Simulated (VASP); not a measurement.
# Pd (Im-3m) in VASP: settings compared

One crystal, Pd, is run at these levels: PBE+D3(BJ), PBEsol; tasks: relaxation of cell and atoms, single point.

Everything below comes from runs of VASP 6.6.1. Logs are shortened: lines on timing, memory, paths and dates and some standing lists are left out, and cuts for length are marked.

### 1 Starting point

The structure is cubic, space group Im-3m (No. 229). The conventional cell has a = 3.086 Å, b = 3.086 Å, c = 3.086 Å, α = 90.00°, β = 90.00°, γ = 90.00°. Pd (site symmetry m-3m) is surrounded by 8 Pd at 2.67 Å.

This isn't the form of Pd at room conditions, which is fcc.

### 2 Relaxation of cell and atoms, PBE+D3(BJ)

Input file INCAR:

```
PREC = Accurate ; ENCUT = 600
EDIFF = 1E-7 ; ISMEAR = 0
SIGMA = 0.1 ; LREAL = False
LASPH = True ; NELM = 60
ALGO = Fast ; ISIF = 3
LWAVE = False ; LCHARG = False
GGA = PE ; IVDW = 12
IBRION = 2 ; NSW = 90
EDIFFG = -0.005
```

Input file KPOINTS:

```
Automatic mesh
0
Gamma
  18 18 18
```

Input file POSCAR:

```
Pd
1.0
   -1.5431889800      1.5431889800      1.5431889800
    1.5431889800     -1.5431889800      1.5431889800
    1.5431889800      1.5431889800     -1.5431889800
Pd
1
Direct
    0.0000000000      0.0000000000      0.0000000000
```

Potentials or basis: VASP PAW PBE potentials, release 64 (Pd).

Launch:

```console
cat potpaw_PBE.64/Pd/POTCAR > POTCAR
mpirun -np 1 vasp_std > vasp.out
```

OUTCAR:

```text
PREC = Accurate
   ENCUT = 600
   EDIFF = 1E-7
   ISMEAR = 0
   LREAL = False
   LASPH = True
   NELM = 60
   ISIF = 3
   GGA = PE
   IVDW = 12
   IBRION = 2
   NSW = 90
   EDIFFG = -0.005
 IVDW          = 12

 ion  position               nearest neighbor table
   1  0.000  0.000  0.000-

  LATTYP: Found a body centered cubic cell.
 ALAT       =     3.0863779600

  Lattice vectors:

 A1 = (  -1.5431889800,   1.5431889800,   1.5431889800)
 A2 = (   1.5431889800,  -1.5431889800,   1.5431889800)
 A3 = (   1.5431889800,   1.5431889800,  -1.5431889800)

Analysis of symmetry for initial positions (statically):
=====================================================================
 Subroutine PRICEL returns:
 Original cell was already a primitive cell.

 Routine SETGRP: Setting up the symmetry group for a
 body centered cubic supercell.

 Subroutine GETGRP returns: Found 48 space group operations
 (whereof 48 operations were pure point group operations)
 out of a pool of 48 trial point group operations.

The static configuration has the point symmetry O_h .

Analysis of symmetry for dynamics (positions and initial velocities):
=====================================================================
 Subroutine PRICEL returns:
 Original cell was already a primitive cell.

 Routine SETGRP: Setting up the symmetry group for a
 body centered cubic supercell.

 Subroutine GETGRP returns: Found 48 space group operations
 (whereof 48 operations were pure point group operations)
 out of a pool of 48 trial point group operations.

The dynamic configuration has the point symmetry O_h .

 Subroutine INISYM returns: Found 48 space group operations
 (whereof 48 operations are pure point group operations),
 and found     1 'primitive' translations

----------------------------------------------------------------------------------------

                                     Primitive cell

  volume of cell :      14.7000

  direct lattice vectors                    reciprocal lattice vectors
    -1.543188980  1.543188980  1.543188980     0.000000000  0.324004387  0.324004387
     1.543188980 -1.543188980  1.543188980     0.324004387  0.000000000  0.324004387
     1.543188980  1.543188980 -1.543188980     0.324004387  0.324004387  0.000000000

  length of vectors
     2.672881719  2.672881719  2.672881719     0.458211399  0.458211399  0.458211399

  position of ions in fractional coordinates (direct lattice)
     0.000000000  0.000000000  0.000000000

  ion indices of the primitive-cell ions
   primitive index   ion index
                 1           1

----------------------------------------------------------------------------------------

 KPOINTS: Automatic mesh

Automatic generation of k-mesh.
 Grid dimensions read from file:
 generate k-points for:   18   18   18

 Generating k-lattice:

  Cartesian coordinates                     Fractional coordinates (reciprocal lattice)
     0.000000000  0.018000244  0.018000244     0.055555556  0.000000000  0.000000000
     0.018000244  0.000000000  0.018000244     0.000000000  0.055555556  0.000000000
     0.018000244  0.018000244  0.000000000     0.000000000  0.000000000  0.055555556

  Length of vectors
     0.025456189  0.025456189  0.025456189

  Shift w.r.t. Gamma in fractional coordinates (k-lattice)
     0.000000000  0.000000000  0.000000000

 Subroutine IBZKPT returns following result:
 ===========================================

 Found    195 irreducible k-points:

 Following reciprocal coordinates:
            Coordinates               Weight
  0.000000  0.000000  0.000000      1.000000
  0.055556  0.000000  0.000000     12.000000
  0.111111  0.000000  0.000000     12.000000
  0.166667  0.000000  0.000000     12.000000
  0.222222  0.000000  0.000000     12.000000
  0.277778  0.000000  0.000000     12.000000
[... 16 lines left out ...]
  0.333333  0.111111 -0.000000     48.000000
  0.388889  0.111111  0.000000     48.000000
 [... further k-points ...]
   k-points           NKPTS =    195   k-points in BZ     NKDIM =    195   number of bands    NBANDS=      9
   number of dos      NEDOS =    301   number of ions     NIONS =      1
   total plane-waves  NPLWV =  13824
   dimension x,y,z NGX =    24 NGY =   24 NGZ =   24
   dimension x,y,z NGXF=    48 NGYF=   48 NGZF=   48
   ions per type =               1
   NGX,Y,Z   is equivalent  to a cutoff of  14.93, 14.93, 14.93 a.u.
   NGXF,Y,Z  is equivalent  to a cutoff of  29.85, 29.85, 29.85 a.u.
 SYSTEM =  unknown system
   PREC   = accura    normal or accurate (medium, high low for compatibility)
   ISTART =      0    job   : 0-new  1-cont  2-samecut
   ICHARG =      2    charge: 1-file 2-atom 10-const
   ISPIN  =      1    spin polarized calculation?
   LNONCOLLINEAR =      F non collinear calculations
   LSORBIT =      F    spin-orbit coupling
   LASPH  =      T    aspherical Exc in radial PAW
   ENCUT  =  600.0 eV  44.10 Ry    6.64 a.u.   5.34  5.34  5.34*2*pi/ulx,y,z
   NELM   =     60;   NELMIN=  2; NELMDL= -5     # of ELM steps
   EDIFF  = 0.1E-06   stopping-criterion for ELM
   LREAL  =      F    real-space projection
   EDIFFG = -.5E-02   stopping-criterion for IOM
   NSW    =     90    number of steps for IOM
   IBRION =      2    ionic relax: 0-MD 1-quasi-New 2-CG
   NFREE  =      1    steps in history (QN), initial steepest desc. (CG)
   ISIF   =      3    stress and relaxation
   ISYM   =      2    0-nonsym 1-usesym 2-fastsym
   POTIM  = 0.5000    time-step for ionic-motion
   TEBEG  =    0.0;   TEEND  =   0.0 temperature during run
   PSTRESS=    0.0 pullay stress
   NELECT =      10.0000    total number of electrons
   NUPDOWN=      -1.0000    fix difference up-down
   EMIN   =  10.00;   EMAX   =-10.00  energy-range for DOS
   EFERMI =   0.00;   METHOD = LEGACY
   ISMEAR =     0;   SIGMA  =   0.10  broadening in eV -4-tet -1-fermi 0-gaus
   EFERMI_NEDOS =   21; number of points for ismear=-14 and -15
   IALGO  =     68    algorithm
   IMIX   =      4    mixing-type and parameters
     AMIX     =   0.40;   BMIX     =  1.00
     AMIX_MAG =   1.60;   BMIX_MAG =  1.00
  volume/ion in A,a.u.               =      14.70        99.20
  Fermi-wavevector in a.u.,A,eV,Ry     =   1.439801  2.720829 28.205233  2.073026
  Thomas-Fermi vector in A             =   2.558616
   LORBIT       =      0    0 simple, 1 ext, 2 COOP (PROOUT), +10 PAW based schemes
   GGA     = PE    functional components
   LHFCALC =     F    Hartree Fock is set to
   AEXX    =    0.0000 exact exchange contribution
   IVDW    =    12    specifies the selected vdW correction
   LEPSILON=     F    determine dielectric tensor
   LRPA    =     F    only Hartree local field effects (RPA)
 conjugate gradient relaxation of ions
 non-spin polarized calculation
 RMM-DIIS sequential band-by-band and
 Gauss-broadening in eV      SIGMA  =   0.10
  energy-cutoff  :      600.00
  volume of cell :       14.70
 maximum number of plane-waves:       500
 NGX is ok and might be reduce to    24
   NGX = 11   NGY = 11   NGZ = 11

--------------------------------------- Ionic step        1  -------------------------------------------

 number of electron      10.0000000 magnetization

 number of electron       9.9999998 magnetization

 Free energy of the ion-electron system (eV)
  ---------------------------------------------------
  ext. energy  EPLUGINS =         0.00000000
  ---------------------------------------------------
  free energy    TOTEN  =        -5.16003805 eV

  energy without entropy =       -5.15406609  energy(sigma->0) =       -5.15705207

------------------------ aborting loop because EDIFF is reached ----------------------------------------

 Edisp (eV)   -0.66956

 E8    (eV) :    -0.2956

  FORCE on cell =-STRESS in cart. coord.  units (eV):
  Direction    XX          YY          ZZ          XY          YZ          ZX
  --------------------------------------------------------------------------------------
  -------------------------------------------------------------------------------------
  Total       0.10806     0.10806     0.10806    -0.00000    -0.00000    -0.00000
  in kB      11.77768    11.77768    11.77768    -0.00000    -0.00000    -0.00000
  external pressure =       11.78 kB  Pullay stress =        0.00 kB
[... 59 lines left out ...]
  energy  without entropy=       -5.8230011773  energy(sigma->0) =       -5.82606114

--------------------------------------- Ionic step        3  -------------------------------------------

 number of electron       9.9999999 magnetization

 Free energy of the ion-electron system (eV)
  ---------------------------------------------------
  ext. energy  EPLUGINS =         0.00000000
  ---------------------------------------------------
  free energy    TOTEN  =        -5.16453527 eV

  energy without entropy =       -5.15850789  energy(sigma->0) =       -5.16152158

 E-fermi :   9.7383     XC(G=0): -13.1634

 val. band max:        9.7237105146   @ k =  -0.4444  -0.4444   0.3333
 cond. band min:       9.7450641368   @ k =   0.5000   0.5000   0.4444
 fundamental gap:      0.0213536222
 Fermi energy:         9.7382649689

 k-point     1 :       0.0000    0.0000    0.0000
  band No.  band energies     occupation
      1       2.6282      2.00000
      2       6.7866      2.00000
      3       6.7866      2.00000
      4       6.7866      2.00000
      5       8.7743      2.00000
      6       8.7743      2.00000
      7      29.1263      0.00000
      8      29.1263      0.00000
      9      29.1263      0.00000
[... 265 lines left out ...]
 k-point    24 :       0.3889    0.1111    0.0000
  band No.  band energies     occupation
      1       4.7309      2.00000
      2       5.7012      2.00000
      3       8.3214      2.00000
      4       8.6715      2.00000
      5       9.4853      1.99965
      6      12.2106      0.00000
      7      18.4153      0.00000
      8      24.4764      0.00000
      9      26.9223      0.00000

 [... further k-points ...]

------------------------ aborting loop because EDIFF is reached ----------------------------------------

 Edisp (eV)   -0.66538

 E8    (eV) :    -0.2938

  FORCE on cell =-STRESS in cart. coord.  units (eV):
  Direction    XX          YY          ZZ          XY          YZ          ZX
  --------------------------------------------------------------------------------------
  -------------------------------------------------------------------------------------
  Total       0.00112     0.00112     0.00112     0.00000    -0.00000     0.00000
  in kB       0.12083     0.12083     0.12083     0.00000    -0.00000     0.00000
  external pressure =        0.12 kB  Pullay stress =        0.00 kB
[... 16 lines left out ...]
  FREE ENERGIE OF THE ION-ELECTRON SYSTEM (eV)
  ---------------------------------------------------
  free  energy   TOTEN  =        -5.8299156874 eV

  energy  without entropy=       -5.8238883020  energy(sigma->0) =       -5.82690199

 reached required accuracy - stopping structural energy minimisation
```

Wall time 58 s (1 thread of Intel Xeon Platinum 8488C (Sapphire Rapids), shared host); peak memory 0.19 GiB.

What came out:

```yaml
Free_energy: -5.8299 eV
Relaxed_volume: 14.79 Å³/atom
Relaxed_cell: a = 2.678 Å, b = 2.678 Å, c = 2.678 Å, α = 109.47°, β = 109.47°, γ = 109.47°
Space_group_after_relaxing_to_0.05_Å: Im-3m (No. 229)
Energy_gained_by_relaxing: 0.3 meV/atom
Ionic_steps: 3
Pressure_after_relaxing: 0.0 GPa
Band_gap_on_the_k_mesh: none (metal or under the smearing width)
Dispersion_energy_per_atom: -0.665 eV
```

Step by step:
| step | energy change (eV) | largest force (eV/Å) | pressure (GPa) | volume (Å³) |
| --- | --- | --- | --- | --- |
| 1 | 0.0000 | 0.0000 | 1.18 | 14.70 |
| 2 | 0.0005 | 0.0000 | -1.74 | 14.93 |
| 3 | -0.0003 | 0.0000 | 0.01 | 14.79 |

Final structure:
```
CELL_PARAMETERS angstrom
-1.54627 1.54627 1.54627
1.54627 -1.54627 1.54627
1.54627 1.54627 -1.54627
ATOMIC_POSITIONS crystal
Pd 0.00000 0.00000 0.00000
```

Caveat: pairwise dispersion overbinds metals, which lowers pressure and volume.

### 3 Relaxation of cell and atoms, PBEsol

Input file INCAR:

```
PREC = Accurate ; ENCUT = 300
EDIFF = 1E-7 ; ISMEAR = 0
SIGMA = 0.1 ; LREAL = False
LASPH = True ; NELM = 60
ALGO = Fast ; ISIF = 3
LWAVE = False ; LCHARG = False
GGA = PS ; IBRION = 2
NSW = 90 ; EDIFFG = -0.005
```

KPOINTS is that of step 2.

POSCAR is that of step 2.

Potentials or basis: VASP PAW PBE potentials, release 64 (Pd).

Launch:

```console
cat potpaw_PBE.64/Pd/POTCAR > POTCAR
mpirun -np 1 vasp_std > vasp.out
```

Wall time 24 s (1 thread of Intel Xeon Platinum 8488C (Sapphire Rapids), shared host); peak memory 0.12 GiB.

Results (log left out):

- Free energy: -5.9211 eV
- Relaxed volume: 14.61 Å³/atom
- Relaxed cell: a = 2.668 Å, b = 2.668 Å, c = 2.668 Å, α = 109.47°, β = 109.47°, γ = 109.47°
- Space group after relaxing (to 0.05 Å): Im-3m (No. 229)
- Energy gained by relaxing: 0.3 meV/atom
- Ionic steps: 3
- Pressure after relaxing: 0.0 GPa
- Band gap on the k mesh: none (metal or under the smearing width)

Step by step:
| step | energy change (eV) | largest force (eV/Å) | pressure (GPa) | volume (Å³) |
| --- | --- | --- | --- | --- |
| 1 | 0.0000 | 0.0000 | -1.15 | 14.70 |
| 2 | 0.0005 | 0.0000 | 1.90 | 14.48 |
| 3 | -0.0003 | 0.0000 | 0.01 | 14.61 |

Final structure:
```
Pd
1.0
    -1.54013    1.54013    1.54013
     1.54013   -1.54013    1.54013
     1.54013    1.54013   -1.54013
Pd
1
Direct
  0.00000 0.00000 0.00000
```

Levels at points of the mesh, in eV from the Fermi level:
```
           k point  band 1  band 2  band 3  band 4  band 5  band 6  band 7  band 8  band 9
(0.00, 0.00, 0.00)   -7.32   -3.03   -3.03   -3.03   -0.97   -0.97   19.33   19.33   19.33
(0.50, 0.00, 0.00)   -5.44   -4.26   -1.05   -0.72    0.63    1.28    7.98   15.09   17.87
(0.50, 0.50, 0.50)   -5.36   -5.36    0.23    0.23    0.23    9.17    9.17    9.17   17.83
```

Caveat: the cutoff is under 1.25 times the usual one of these potentials, so pressure, stress and relaxed cells hold a basis-set (Pulay) error; the PAW data sets were made with another functional, which shifts forces and pressure a little.

### 4 Relaxation of cell and atoms, PBEsol

INCAR, as its differences from that of step 3:

```diff
@@ -1,2 +1,2 @@
-PREC = Accurate ; ENCUT = 300
+PREC = Accurate ; ENCUT = 600
 EDIFF = 1E-7 ; ISMEAR = 0
```

Input file KPOINTS:

```
Automatic mesh
0
Gamma
  6 6 6
```

POSCAR is that of step 3.

Launch:

```console
cat potpaw_PBE.64/Pd/POTCAR > POTCAR
mpirun -np 1 vasp_std > vasp.out
```

Wall time 9.5 s (1 thread of Intel Xeon Platinum 8488C (Sapphire Rapids), shared host); peak memory 0.13 GiB.

It converged, with:

```
Free energy                            : -5.9265 eV
Relaxed volume                         : 14.59 Å³/atom
Relaxed cell                           : a = 2.666 Å, b = 2.666 Å, c = 2.666 Å, α = 109.47°, β = 109.47°, γ = 109.47°
Space group after relaxing (to 0.05 Å) : Im-3m (No. 229)
Energy gained by relaxing              : 0.5 meV/atom
Ionic steps                            : 3
Pressure after relaxing                : 0.0 GPa
Band gap on the k mesh                 : none (metal or under the smearing width)
```

The path:
| step | energy change (eV) | largest force (eV/Å) | pressure (GPa) | volume (Å³) |
| --- | --- | --- | --- | --- |
| 1 | 0.0000 | 0.0000 | -1.47 | 14.70 |
| 2 | 0.0009 | 0.0000 | 2.60 | 14.41 |
| 3 | -0.0005 | 0.0000 | 0.01 | 14.59 |

Final structure:
```
Pd
1.0
    -1.53938    1.53938    1.53938
     1.53938   -1.53938    1.53938
     1.53938    1.53938   -1.53938
Pd
1
Direct
  0.00000 0.00000 0.00000
```

Levels at points of the mesh, in eV from the Fermi level:
```csv
k point,band 3,band 4,band 5,band 6,band 7,band 8
"(0.00, 0.00, 0.00)",-2.77,-2.77,-0.71,-0.71,19.63,19.63
"(0.50, 0.00, 0.00)",-0.79,-0.46,0.88,1.57,8.27,15.39
"(0.50, 0.50, 0.50)",0.48,0.48,0.48,9.47,9.47,9.47
```

Caveat: the k mesh is coarse (spacing up to 0.48 Å⁻¹), so the values aren't converged; the PAW data sets were made with another functional, which shifts forces and pressure a little.

### 5 Single point, PBEsol

Input file INCAR:

```
PREC = Accurate ; ENCUT = 520
EDIFF = 1E-6 ; ISMEAR = 0
SIGMA = 0.1 ; LREAL = False
LASPH = True ; NELM = 60
ALGO = Fast ; ISIF = 2
LWAVE = False ; LCHARG = False
GGA = PS ; NBANDS = 11
```

Input file KPOINTS:

```
Automatic mesh
0
Gamma
  18 18 18
```

POSCAR is that of step 4.

Launch:

```console
cat potpaw_PBE.64/Pd/POTCAR > POTCAR
mpirun -np 1 vasp_std > vasp.out
```

Wall time 20 s (1 thread of Intel Xeon Platinum 8488C (Sapphire Rapids), shared host); peak memory 0.15 GiB.

Results (log left out):

| Property | Result |
| --- | --- |
| Free energy | -5.9125 eV |
| Pressure | -0.9 GPa |
| Band gap on the k mesh | none (metal or under the smearing width) |

Levels at points of the mesh, in eV from the Fermi level:
```tsv
k point	band 1	band 2	band 3	band 4	band 5	band 6	band 7	band 8	band 9	band 10
(0.00, 0.00, 0.00)	-7.26	-3.00	-3.00	-3.00	-0.96	-0.96	19.33	19.33	19.33	27.95
(0.50, 0.00, 0.00)	-5.38	-4.22	-1.04	-0.72	0.62	1.30	7.94	15.09	17.83	24.43
(0.50, 0.50, 0.50)	-5.31	-5.31	0.22	0.22	0.22	9.16	9.16	9.16	17.72	17.72
```

Caveat: the PAW data sets were made with another functional, which shifts forces and pressure a little.

[end of part 1 of 2]
